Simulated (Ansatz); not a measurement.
# Ni: starts and ends of a spin-polarised SCF, part 1 of 2

How much does the result for Ni depend on the starting moments? The same cell is run from several starts. System: Ni, its experimental structure (space group Fm-3m, primitive cell doubled); the cell holds 2 atoms. Source: COD entry 9013005; the sample's temperature and pressure aren't taken into account.

Method: DFT PBE, PAW, plane waves, scalar-relativistic, in Ansatz 0.2.0.

## (1) The system as given

Symmetry: Fm-3m, No. 225, cubic system. The conventional cell has a = 3.552 Å, b = 3.552 Å, c = 3.552 Å, α = 90.00°, β = 90.00°, γ = 90.00°. Ni (site symmetry m-3m) is surrounded by 12 Ni at 2.51 Å.

Structure file:

```cif
data_structure
_symmetry_space_group_name_H-M 'Fm-3m'
_symmetry_Int_Tables_number 225
_cell_length_a 3.5516
_cell_length_b 3.5516
_cell_length_c 3.5516
_cell_angle_alpha 90.000
_cell_angle_beta 90.000
_cell_angle_gamma 90.000
_cell_volume 44.80
loop_
_atom_site_label
_atom_site_type_symbol
_atom_site_symmetry_multiplicity
_atom_site_Wyckoff_symbol
_atom_site_fract_x
_atom_site_fract_y
_atom_site_fract_z
_atom_site_occupancy
Ni1 Ni 4 a 0.00000 0.00000 0.00000 1
```

In tables a label like Ni2 counts atoms in the order of input.yaml; a structure file may count by element.

The first starts: parallel moments, plain SCF; opposed moments +-, plain SCF; no spin polarisation; spin on, no moments given (the program may seed its own), plain SCF. What is tried next depends on their ends.

“Plain SCF” means no search for lower states. 

Site moments are integrals over atomic spheres and don't add up to the total.

## (2) Parallel moments, plain SCF

input.yaml

```yaml
crystal:
  lattice:
    - [3.5516, 1.7758, 1.7758]
    - [1.7758, 3.5516, 1.7758]
    - [1.7758, 1.7758, 3.5516]
  atoms:
    - { symbol: Ni, position: [0.0, 0.0, 0.0], spin: 2.0 }
    - { symbol: Ni, position: [0.5, 0.5, 0.5], spin: 2.0 }
magnetization:
  spin_polarized: true
hamiltonian:
  xc: pbe
  pseudopotentials: { kind: paw }
basis:
  ecutwfc: 420
kpoints:
  mp_grid: { grid: [11, 11, 11] }
scf:
  occupations: { method: fermi_dirac, width: 0.1 }
  lower_state_search: "off"
output:
  forces: true
  stress: true
```

The program printed, cut to the lines that bear on the results:

```text
basis.fft_grid_basis auto: the FFT boxes are laid along the combinations [[1, 0, -1], [0, 1, -1], [0, 0, 1]] of the cell's own vectors, 2.511, 2.511 and 4.350 Å long. The dense box has 18×18×30 points. Along the cell's own vectors, as sized, it would have 30×30×30, 2.78 times as many. [...]
Pseudopotentials: kind: paw
Pseudopotential: Ni, paw, valence charge 18, recommended cutoff 420 eV (normal), Ni.paw.azcp
Functional definition: PBE
[...]
Crystal: 2 atoms, lattice volume = 22.400 Å³
Basis set: ecut = 420 eV, 457 PW (Γ), FFT grids on a1−a3, a2−a3, a3, exchange–correlation on 36×36×60 points (8 copies of the dense FFT grid, shifted against one another)
Bands: 24, of which v1, the nominal top of the filled ones, is band 18 counted from 1 (17 counted from 0)
Symmetry: 24 space group operations
Space group: Fm-3m (ITA 225), of the structure as read, at distance tolerance 2.8e-5 Å
Magnetic group: BNS 225.116 (UNI 1618), of the structure as read, at distance tolerance 2.8e-5 Å
k-points: 146 of 1331
[...]
Starting moments: Σ|m| = 4 μB on 2 of 2 sites
[...]
SCF iter   1: F=—  HF=-11678.941331 eV  |F-HF|=—  |Δ(HF+E_count)|=         —  Δρ=1.27e-1 (↑1.11e-1 ↓1.27e-1)  dr2=3.51e-2  dr2_m=2.90e0  M=1.883 μB ∫|m|=2.100 μB  β_m=0.30  ethr=9.76e-5  ⟨swp⟩=1.0  Hψ=34756  notcnv=0
[...]
spin-set hold released at iteration 1 (the charge has settled, or the pull on large starting moments outlasts its swing): the magnetisation degrees of freedom join the quasi-Newton model from the next iteration; the mixer history was flushed
[...]
SCF iter  10: F=-11679.487694 eV  HF=-11679.487694 eV  |F-HF|=5.82e-11  |Δ(HF+E_count)|=   1.20e-8  Δρ=2.85e-6 (↑9.85e-7 ↓2.85e-6)  dr2=9.67e-10  dr2_m=5.91e-10  M=1.231 μB ∫|m|=1.417 μB  ethr=4.30e-11  ⟨swp⟩=2.0  Hψ=21636  notcnv=0
[...]
SCF converged after 10 iterations
Magnetization: 1.2310 μB (18.6155 up, 17.3845 down)
Absolute magnetization: 1.4187 μB (∫|ρ↑−ρ↓|, with the PAW one-centre terms)
Spin contamination: 0.0140 ħ² per cell (⟨S²⟩ above its minimum at these occupations)
Per-site moments (μB) at R_I (Å): [(0.6548919624347114, 1.0359361831756337), (0.6548919624347115, 1.0359361831756337)]
Free energy (F): -11679.487694 eV
[...]
E sigma→0 (E₀):  -11679.432277 eV
Entropy (-TS):   -0.110832 eV (-55.416 meV/atom)
Fermi energy:    17.520106 eV
[...]
--- Forces (eV/Å), atoms counted from 1 ---
  atom   1  Ni     0.00000000     0.00000000     0.00000000
  atom   2  Ni     0.00000000     0.00000000     0.00000000
[...]
--- Stress (GPa, compression-positive) ---
       -4.985040       0.068398       0.068398
        0.068398      -4.985040       0.068398
        0.068398       0.068398      -4.985040
  P = ⅓ Tr σ = -4.9850 GPa (-49.850 kbar)
```

Wall time 6.9 s (2 threads of an Arm CPU, shared host); peak memory 0.37 GiB.

The state reached is ferromagnetic, site moments Ni1 0.65, Ni2 0.65 μB, total 1.23 μB per cell, no gap on the k-mesh.

## (3) Opposed moments +-, plain SCF

input.yaml: that of step 2 with these lines changed.

```diff
@@ -7,3 +7,3 @@
     - { symbol: Ni, position: [0.0, 0.0, 0.0], spin: 2.0 }
-    - { symbol: Ni, position: [0.5, 0.5, 0.5], spin: 2.0 }
+    - { symbol: Ni, position: [0.5, 0.5, 0.5], spin: -2.0 }
 magnetization:
```

The program printed, cut to the lines that bear on the results:

```text
[... 12 lines as in an earlier run ...]
Symmetry: 12 space group operations
Space group: R-3m (ITA 166), of the structure as read, at distance tolerance 2.8e-5 Å
Magnetic group: BNS 166.102 (UNI 1332), of the structure as read, at distance tolerance 2.8e-5 Å
[... 5 lines as in an earlier run ...]
Starting moments: Σ|m| = 4 μB on 2 of 2 sites
Starting magnetic order: antiferromagnet; a translation exchanges its spin sublattices: spin-degenerate at every k-point
[... 2 lines as in an earlier run ...]
spin-down is spin-up translated by (0.5, 0.5, 0.5): one eigenproblem is solved per k-point and the antiferromagnetic symmetry of the starting moments is kept exactly by this SCF (crystal.symmetry.spin_inversion_symmetry: false solves both channels; [...]
SCF iter   1: F=—  HF=-11678.720178 eV  |F-HF|=—  |Δ(HF+E_count)|=         —  Δρ=1.30e-1 (↑1.30e-1 ↓1.30e-1)  dr2=6.46e-2  dr2_m=3.44e0  M=0.000 μB ∫|m|=1.951 μB  β_m=0.30  ethr=1.80e-4  ⟨swp⟩=1.2  Hψ=17571  notcnv=0
[...]
[... 1 line as in an earlier run ...]
[...]
WARN: the starting moments were not kept: the SCF closed with an absolute magnetisation of 1.0e-4 μB, where they sum to 4 μB in size (2 sites). That is at most 0.1 of that sum. Measured as dr2_m measures the in/out step, that magnetisation stands 1.5e-8 eV from none, at or under the [...]
SCF converged after 17 iterations
Magnetization: 0.0000 μB (18.0000 up, 18.0000 down)
Absolute magnetization: 0.0001 μB (∫|ρ↑−ρ↓|, with the PAW one-centre terms)
Spin contamination: 0.0000 ħ² per cell (⟨S²⟩ above its minimum at these occupations)
Per-site moments (μB) at R_I (Å): [(5.197147542823882e-5, 1.0359361831756337), (-5.197147542823882e-5, 1.0359361831756337)]
Free energy (F): -11679.411969 eV
[...]
E sigma→0 (E₀):  -11679.319410 eV
Entropy (-TS):   -0.185117 eV (-92.558 meV/atom)
Fermi energy:    17.346923 eV
[...]
--- Forces (eV/Å), atoms counted from 1 ---
  atom   1  Ni     0.00000000     0.00000000     0.00000000
  atom   2  Ni    -0.00000000    -0.00000000    -0.00000000
[...]
--- Stress (GPa, compression-positive) ---
       -5.769439      -0.070711      -0.070711
       -0.070711      -5.769439      -0.070711
       -0.070711      -0.070711      -5.769439
  P = ⅓ Tr σ = -5.7694 GPa (-57.694 kbar)
```

Wall time 6.2 s (2 threads of an Arm CPU, shared host); peak memory 0.37 GiB.

End: non-magnetic, no gap on the k-mesh. It lies 37.9 meV/atom above the lowest state so far (step 2).

## (4) No spin polarisation

input.yaml: that of step 3 with these lines changed.

```diff
@@ -6,6 +6,4 @@
   atoms:
-    - { symbol: Ni, position: [0.0, 0.0, 0.0], spin: 2.0 }
-    - { symbol: Ni, position: [0.5, 0.5, 0.5], spin: -2.0 }
-magnetization:
-  spin_polarized: true
+    - { symbol: Ni, position: [0.0, 0.0, 0.0] }
+    - { symbol: Ni, position: [0.5, 0.5, 0.5] }
 hamiltonian:
```

The program printed, cut to the lines that bear on the results:

```text
[... 11 lines as in an earlier run ...]
Bands: 22, of which v1, the nominal top of the filled ones, is band 18 counted from 1 (17 counted from 0)
[... 6 lines as in an earlier run ...]
[...]
[... 2 lines as in an earlier run ...]
SCF iter   1: F=—  HF=-11679.411837 eV  |F-HF|=—  |Δ(HF+E_count)|=         —  Δρ=2.98e-3  dr2=1.02e-3  ethr=1.77e-3  ⟨swp⟩=4.5  Hψ=11694  notcnv=0
[...]
SCF iter   6: F=-11679.411969 eV  HF=-11679.411969 eV  |F-HF|=1.24e-10  |Δ(HF+E_count)|=   3.34e-8  Δρ=1.76e-6  dr2=1.82e-10  ethr=5.32e-11  ⟨swp⟩=3.0  Hψ=11473  notcnv=0
[...]
SCF converged after 6 iterations
Free energy (F): -11679.411969 eV
[...]
E sigma→0 (E₀):  -11679.319410 eV
Entropy (-TS):   -0.185117 eV (-92.558 meV/atom)
Fermi energy:    17.346879 eV
[... 24 lines left out: energy terms, forces, stress ...]
```

Wall time 2.1 s (2 threads of an Arm CPU, shared host); peak memory 0.33 GiB.

Nothing new: the 6 iterations lead to the state found in step 3 (non-magnetic).

## (5) Spin on, no moments given (the program may seed its own), plain SCF

input.yaml: that of step 4 with these lines changed.

```diff
@@ -21 +21,3 @@
   stress: true
+magnetization:
+  spin_polarized: true
```

The program printed, cut to the lines that bear on the results:

```text
[... 1 line as in an earlier run ...]
band count auto-derived: 24 (N_el = 36.0; filled up to band 18; 22 by the electrons, moments and atoms)
[... 20 lines as in an earlier run ...]
[...]
SCF iter   1: F=—  HF=-11678.003024 eV  |F-HF|=—  |Δ(HF+E_count)|=         —  Δρ=1.78e-1 (↑1.78e-1 ↓1.76e-1)  dr2=1.12e-2  dr2_m=6.44e0  M=2.575 μB ∫|m|=2.575 μB  ethr=4.83e-4  ⟨swp⟩=1.3  Hψ=17561  notcnv=0
[...]
SCF iter  11: F=-11679.487694 eV  HF=-11679.487694 eV  |F-HF|=1.96e-10  |Δ(HF+E_count)|=   8.20e-9  Δρ=1.53e-6 (↑8.90e-7 ↓1.53e-6)  dr2=1.08e-10  dr2_m=2.17e-10  M=1.231 μB ∫|m|=1.417 μB  ethr=3.74e-12  ⟨swp⟩=1.8  Hψ=20501  notcnv=0
[...]
SCF converged after 11 iterations
Magnetization: 1.2310 μB (18.6155 up, 17.3845 down)
Absolute magnetization: 1.4187 μB (∫|ρ↑−ρ↓|, with the PAW one-centre terms)
Spin contamination: 0.0140 ħ² per cell (⟨S²⟩ above its minimum at these occupations)
Per-site moments (μB) at R_I (Å): [(0.6548947677665914, 1.0359361831756337), (0.6548947677665915, 1.0359361831756337)]
Free energy (F): -11679.487694 eV
[...]
E sigma→0 (E₀):  -11679.432278 eV
Entropy (-TS):   -0.110832 eV (-55.416 meV/atom)
Fermi energy:    17.520093 eV
[... 24 lines left out: energy terms, forces, stress ...]
```

Run time: 7.1 s. Hardware: 2 threads of an Arm CPU, shared host; peak memory 0.38 GiB.

This is the state of step 2 again (ferromagnetic), after 11 iterations.

## (6) Parallel moments scaled by 0.03, plain SCF

input.yaml: that of step 5 with these lines changed.

```diff
@@ -6,4 +6,6 @@
   atoms:
-    - { symbol: Ni, position: [0.0, 0.0, 0.0] }
-    - { symbol: Ni, position: [0.5, 0.5, 0.5] }
+    - { symbol: Ni, position: [0.0, 0.0, 0.0], spin: 0.06 }
+    - { symbol: Ni, position: [0.5, 0.5, 0.5], spin: 0.06 }
+magnetization:
+  spin_polarized: true
 hamiltonian:
@@ -21,3 +23 @@
   stress: true
-magnetization:
-  spin_polarized: true
```

The program printed, cut to the lines that bear on the results:

```text
[... 11 lines as in an earlier run ...]
Bands: 23, of which v1, the nominal top of the filled ones, is band 18 counted from 1 (17 counted from 0)
[... 8 lines as in an earlier run ...]
Starting moments: Σ|m| = 0.12 μB on 2 of 2 sites
[... 3 lines as in an earlier run ...]
SCF iter   1: F=—  HF=-11679.426412 eV  |F-HF|=—  |Δ(HF+E_count)|=         —  Δρ=2.59e-2 (↑2.59e-2 ↓1.66e-2)  dr2=1.74e-1  dr2_m=6.49e-3  M=0.171 μB ∫|m|=0.174 μB  β_m=1.00  ethr=4.83e-4  ⟨swp⟩=1.0  Hψ=33471  notcnv=0
[...]
spin-set hold released at iteration 14 (site moments contracting): the magnetisation degrees of freedom join the quasi-Newton model from the next iteration; the mixer history was flushed
[...]
SCF iter  20: F=-11679.487694 eV  HF=-11679.487694 eV  |F-HF|=2.39e-9  |Δ(HF+E_count)|=   1.24e-6  Δρ=7.46e-6 (↑5.03e-6 ↓7.46e-6)  dr2=6.94e-9  dr2_m=3.91e-9  M=1.231 μB ∫|m|=1.417 μB  ethr=6.51e-11  ⟨swp⟩=4.0  Hψ=23967  notcnv=0
[...]
SCF converged after 20 iterations
Magnetization: 1.2309 μB (18.6155 up, 17.3845 down)
Absolute magnetization: 1.4186 μB (∫|ρ↑−ρ↓|, with the PAW one-centre terms)
Spin contamination: 0.0140 ħ² per cell (⟨S²⟩ above its minimum at these occupations)
Per-site moments (μB) at R_I (Å): [(0.6548785614947388, 1.0359361831756337), (0.6548785614947383, 1.0359361831756337)]
Free energy (F): -11679.487694 eV
[...]
E sigma→0 (E₀):  -11679.432275 eV
Entropy (-TS):   -0.110837 eV (-55.418 meV/atom)
Fermi energy:    17.520036 eV
[... 24 lines left out: energy terms, forces, stress ...]
```

Run time: 12 s. Hardware: 2 threads of an Arm CPU, shared host; peak memory 0.37 GiB.

The run ends in the same state as step 2 (ferromagnetic); it took 20 iterations.

(Continued in part 2 of 2.)
